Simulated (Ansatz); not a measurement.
Zinc-blende ZnTe was calculated with PBEsol (Ansatz, a program for electronic structure, plane waves, PAW).

Numerical settings: plane-wave cutoff 520 eV, 10×10×10 k mesh, scalar-relativistic PAW data made under PBE.

The cell has the measured lattice: a = b = c = 6.0890 Å, α = β = γ = 90.00°.

Question: Predict the elastic constant C12, Voigt–Reuss–Hill shear modulus (Hill average), Voigt–Reuss–Hill bulk modulus, Young modulus, Poisson ratio, elastic constant C11 and elastic constant C44.

Answer: 
- elastic constant C12 = 37.2 GPa
- Voigt–Reuss–Hill shear modulus (Hill average) = 24.1 GPa
- Voigt–Reuss–Hill bulk modulus = 47.7 GPa
- Young modulus = 61.8 GPa
- Poisson ratio = 0.284
- elastic constant C11 = 68.7 GPa
- elastic constant C44 = 32.0 GPa

Measured, for comparison: elastic constant C12 40.7 GPa, elastic constant C11 71.1 GPa, elastic constant C44 31.3 GPa (temperature not stated, no zero-point or thermal correction; as tabulated in Oses et al. (2018), arXiv:1811.08464). Computed (rounded) less measured: elastic constant C12 -9 %, elastic constant C11 -3 %, elastic constant C44 +2 %. A static lattice is as a rule a little smaller and stiffer than an uncorrected measurement, which narrows the difference in the elastic constant C44 and would widen misses of the other sign.

Note: the cell isn't this level's own, so it is under some stress, which shifts stiffness and frequencies.

Elastic constants are with the ions relaxed.

Spin–orbit coupling is not included.

The computed numbers hold no vibrational or temperature effects.
